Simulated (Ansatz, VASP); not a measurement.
**GaN in VASP and in Ansatz**

File INCAR:

```
ALGO     = Normal         # electronic algorithm
EDIFF    = 1E-6           # SCF threshold, eV
ENCUT    = 520            # plane-wave cutoff, eV
GGA      = PE             # functional
ISIF     = 2              # what is computed and relaxed
ISMEAR   = -1             # smearing method
LASPH    = True           # aspherical terms in the spheres
LCHARG   = True           # write CHGCAR
LELF     = True           # ELF
LREAL    = False          # projectors in reciprocal space
LVHAR    = True         
LWAVE    = False          # write WAVECAR
NBANDS   = 26             # bands
NELM     = 80             # most SCF steps
PREC     = Accurate       # precision mode
SIGMA    = 0.02           # smearing width, eV
```

File KPOINTS:

```
k-points
0
Gamma
  12 12 6
```

Contents of POSCAR:

```
GaN
1.0
    3.3251180526      0.0000000000      0.0000000000
   -1.6625590263      2.8796367041      0.0000000000
    0.0000000000      0.0000000000      5.1836255286
Ga N
2 2
Direct
    0.3333333333      0.6666666667     -0.0036687774
    0.6666666667      0.3333333333      0.4963312226
    0.3333333333      0.6666666667      0.3786687774
    0.6666666667      0.3333333333      0.8786687774
```

Input for Ansatz:

```yaml
crystal:
  lattice:
    - [3.3251180526, 0.0, 0.0]
    - [-1.6625590263, 2.8796367041, 0.0]
    - [0.0, 0.0, 5.1836255286]
  atoms:
    - { symbol: Ga, position: [0.3333333333, 0.6666666667, -0.0036687774] }
    - { symbol: Ga, position: [0.6666666667, 0.3333333333, 0.4963312226] }
    - { symbol: "N", position: [0.3333333333, 0.6666666667, 0.3786687774] }
    - { symbol: "N", position: [0.6666666667, 0.3333333333, 0.8786687774] }
kpoints:
  mp_grid: { grid: [12, 12, 6] }
  band_path:
    path:
      - [0.0, 0.0, 0.0]
      - [0.5, 0.0, 0.0]
      - [0.3333333333, 0.3333333333, 0.0]
      - [0.0, 0.0, 0.5]
      - [0.5, 0.0, 0.5]
      - [0.3333333333, 0.3333333333, 0.5]
    npoints: 1
hamiltonian:
  xc: pbe
scf:
  occupations: { method: fermi_dirac, width: 0.02 }
  n_extra_bands: 5
output:
  forces: true
  stress: true
  eigenvalues: true
  write_density: true
  write_potential: true
  elf: true
  volumetric_format: npy
```

Change from the starting cell: biaxial_xy strain +4.5%.

Alike in both runs: task single point; functional PBE; k mesh 12 × 12 × 6; occupations fermi-dirac, width 0.02 eV; no spin polarisation.

|  | VASP | Ansatz |
| --- | --- | --- |
| version | VASP 6.6.1 | Ansatz 0.2.0 |
| potentials or method | VASP PAW PBE potentials, release 64 (Ga_d, N) | plane waves, PAW |
| plane-wave cutoff (eV) | 520 | 420 |
| valence electrons in the cell | 36 | 36 |

|  | VASP | Ansatz | Ansatz less VASP |
| --- | --- | --- | --- |
| gap on the k mesh at the Fermi level (eV) | 1.29 | 1.29 | -0.001 |
| pressure (GPa) | -7.9 | -8.1 | -0.25 |
| largest component of the traceless stress (GPa) | 7.33 | 7.32 | -0.016 |
| rms of the force components (eV/Å) | 0.015 | 0.017 | +0.0013 |

Atom by atom the forces differ by 0.001 eV/Å (rms over components).
